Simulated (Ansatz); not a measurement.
Crystal: SnO2 (Cassiterite).

```xyz
6
Lattice="4.7380 0.0000 0.0000 0.0000 4.7380 0.0000 0.0000 0.0000 3.1865" Properties=species:S:1:pos:R:3 pbc="T T T"
Sn    2.3690    2.3690    1.5933
Sn    0.0000    0.0000    0.0000
O     3.8240    0.9140    1.5933
O     3.2830    3.2830    0.0000
O     0.9140    3.8240    1.5933
O     1.4550    1.4550    0.0000
```

A run of Ansatz 0.2.0 on this cell left the log below. Logs are shortened: lines on timing, memory, paths and dates and some standing lists are left out, and cuts for length are marked.

```text
Warning: RAYON_NUM_THREADS=2 ignored (pool sized by the plan → 2); use --threads N
scf.n_extra_bands = 15 over 26 filled bands (N_el = 52.0): the run solves 41 bands
Engine: ansatz 0.2.0, aarch64-unknown-linux-gnu
Pseudopotentials: kind: paw
Pseudopotential: Sn, paw, valence charge 14, recommended cutoff 420 eV (normal), Sn.paw.azcp
Pseudopotential: O, paw, valence charge 6, recommended cutoff 420 eV (normal), O.paw.azcp
Functional definition: unnamed
  exchange = b88_x
  correlation = pbe_c
Crystal: 6 atoms, lattice volume = 71.533 Å³
Basis set: ecut = 420 eV, 1411 PW (Γ), exchange–correlation on 64×64×48 points (8 copies of the dense FFT grid, shifted against one another)
Bands: 41, of which v1, the nominal top of the filled ones, is band 26 counted from 1 (25 counted from 0)
Symmetry: 16 space group operations
Space group: P42/mnm (ITA 136), of the structure as read, at distance tolerance 4.2e-5 Å
k-points: 50 of 288
Non-local potential: Sn, projectors of the file, l = 0: 2, l = 1: 2, l = 2: 2, l = 3: 2
Non-local potential: O, projectors of the file, l = 0: 2, l = 1: 2, l = 2: 1
PAW form: soft (Blöchl's): semilocal exchange-correlation on the pseudo side does not see the compensation charge
PAW frozen core: Sn, regenerated for the run's functional, and the local potential with it (the file was generated under x = pbe(κ = 0.804, μ = 0.2195149727645171), c = pbe(β = 0.06672455060314922))
PAW frozen core: O, regenerated for the run's functional, and the local potential with it (the file was generated under x = pbe(κ = 0.804, μ = 0.2195149727645171), c = pbe(β = 0.06672455060314922))
PAW one-centre angular grid: Sn, 590 points (default); XC on 64 Gauss nodes
PAW one-centre angular grid: O, 110 points (default); XC on 64 Gauss nodes
Initial density: superposition of atomic densities (neutral atoms: chi_scale 0, normalization atom), corrected by the library's trained network
Initial wavefunctions: pseudopotential atomic-orbital guess
[... 18 lines left out ...]
--- Per-component energies (eV) ---
  E_band       = -117.639037
  E_kinetic    = 1085.588458
  E_local      = -2863.070508  (includes V_loc(G=0)·N_el)
  E_nonlocal   = 136.311621
  E_hartree    = 1492.016696
  E_xc         = -1058.550004
  E_vxc        = -565.998738  (∫ρ·V_xc dr)
  E_paw        = -8971.762467  (= ΣΔE_a)
  E_vpaw       = -894.511939  (= ΣTr[D̂ρ^β])
  E_aug_tail   = 0.010054  (compensation charges beyond the density's cutoff)
  E_ewald      = -4182.851779
  E_core_change = -0.247895  (= ΣΔE_core)
  E_smearing   = -0.000000  (= −TS)
  E_closure    = -0.000000  (closes the sum)
  Σ components = -14362.555823   (vs F -14362.555823, Δ=0.00e0)
--- Forces (eV/Å), atoms counted from 1 ---
  atom   1  Sn     0.00000000    -0.00000000    -0.00000000
  atom   2  Sn     0.00000000    -0.00000000     0.00000000
  atom   3  O     -0.19158797     0.19158797     0.00000000
  atom   4  O      0.19158797     0.19158797    -0.00000000
  atom   5  O      0.19158797    -0.19158797    -0.00000000
  atom   6  O     -0.19158797    -0.19158797     0.00000000
  max |Σ_I F_I| component: 8.33e-17 eV/Å
--- Stress (GPa, compression-positive) ---
        9.716409       0.000000       0.000000
        0.000000       9.716409       0.000000
        0.000000       0.000000      12.468488
  P = ⅓ Tr σ = 10.6338 GPa (106.338 kbar)
--- Band table (eV; the first three rows and the last of 50) ---
  k-point 0: bands = ["-11.6544", "-10.8855", "-10.5972", "-10.5783", "-10.5783", "-10.4890", "-10.4486", "-10.3602", "-10.3271", "-10.3271", "-9.4572", "-7.6250", "-7.6250", "-5.8263", "1.3775", "5.4202", "5.4202", "5.5123", "6.3772", "7.4256", "7.5410", "8.2471", "8.2471", "8.6929", "8.6929", "9.4650", "10.7430", "15.6303", "15.8425", "15.8425", "20.0200", "20.1089", "21.5832", "21.5832", "22.1487", "22.1841", "24.7761", "26.1315", "28.6001", "29.1418", "29.1418"]
  k-point 1: bands = ["-11.5782", "-10.7896", "-10.7331", "-10.7331", "-10.5688", "-10.5037", "-10.4423", "-10.3607", "-10.3479", "-10.3479", "-9.3792", "-7.3728", "-7.3728", "-5.9451", "1.3598", "5.3878", "5.5658", "5.5658", "6.4313", "6.4793", "7.4205", "7.6688", "7.6688", "8.7288", "8.7288", "9.3350", "11.7041", "15.9462", "16.4930", "16.4930", "19.0250", "21.0666", "21.5216", "21.5216", "21.9383", "22.1213", "24.5468", "25.1254", "27.0008", "27.0008", "29.5809"]
  k-point 2: bands = ["-11.3779", "-11.0466", "-11.0466", "-10.6322", "-10.5011", "-10.4929", "-10.4255", "-10.3878", "-10.3878", "-10.3633", "-9.0994", "-6.8206", "-6.8206", "-6.3189", "1.3714", "4.8270", "5.2275", "5.9105", "5.9105", "6.6506", "6.6506", "6.7765", "6.9539", "8.6285", "8.6285", "8.9673", "13.3174", "16.4127", "17.9235", "17.9235", "18.3874", "21.2790", "21.2954", "21.2954", "21.8924", "22.0728", "23.7891", "24.2682", "25.4254", "25.4254", "28.4856"]
  k-point 49: bands = ["-11.4115", "-11.4115", "-10.9050", "-10.9050", "-10.4422", "-10.4422", "-10.3780", "-10.3780", "-10.3298", "-10.3298", "-7.5765", "-7.5765", "-6.1752", "-6.1752", "1.4833", "1.4833", "4.4579", "4.4579", "6.9533", "6.9533", "7.0431", "7.0431", "8.4995", "8.4995", "8.6316", "8.6316", "14.3977", "14.3977", "18.3902", "18.3902", "20.5379", "20.5379", "20.6905", "20.6905", "22.6826", "22.6826", "24.8066", "24.8066", "25.3426", "25.3426", "27.3021"]
```

Task: What input gives this log?

Result: Band structure with BPBE, no spin polarisation. The files as run (others can give the same):

input.yaml
```yaml
crystal:
  lattice:
    - [4.738, 0.0, 0.0]
    - [0.0, 4.738, 0.0]
    - [0.0, 0.0, 3.1865]
  atoms:
    - { symbol: Sn, position: [0.5, 0.5, 0.5] }
    - { symbol: Sn, position: [0.0, 0.0, 0.0] }
    - { symbol: O, position: [0.8071, 0.1929, 0.5] }
    - { symbol: O, position: [0.6929, 0.6929, 0.0] }
    - { symbol: O, position: [0.1929, 0.8071, 0.5] }
    - { symbol: O, position: [0.3071, 0.3071, 0.0] }
hamiltonian:
  xc: { exchange: b88, correlation: pbe }
  pseudopotentials: { kind: paw }
kpoints:
  mp_grid: { grid: [6, 6, 8] }
  band_path:
    path:
      - [[0.0, 0.0, 0.0], [0.0, 0.5, 0.0], [0.5, 0.5, 0.0], [0.0, 0.0, 0.0], [0.0, 0.0, 0.5], [0.0, 0.5, 0.5], [0.5, 0.5, 0.5], [0.0, 0.0, 0.5]]
      - [[0.0, 0.5, 0.0], [0.0, 0.5, 0.5]]
      - [[0.5, 0.5, 0.0], [0.5, 0.5, 0.5]]
    npoints: 14
scf:
  occupations: { method: fermi_dirac, width: 0.05 }
  n_extra_bands: 15
output:
  forces: true
  stress: true
  eigenvalues: true
  fatbands: false
```

Potentials or basis: Ansatz PAW.
The run is started by
```bash
$ ansatz run input.yaml --threads 2 --pin off --max-ram 5120MiB --backend cpu --events-out ev --progress --plain --runs-dir out
```

Caveat: the pressure holds a Pulay correction of +0.9 GPa for the finite cutoff; spin-orbit coupling is left out, which moves the levels of the heavy elements; the PAW data sets come from PBE, with cores solved anew for the run's functional, which leaves a small shift of forces and pressure.
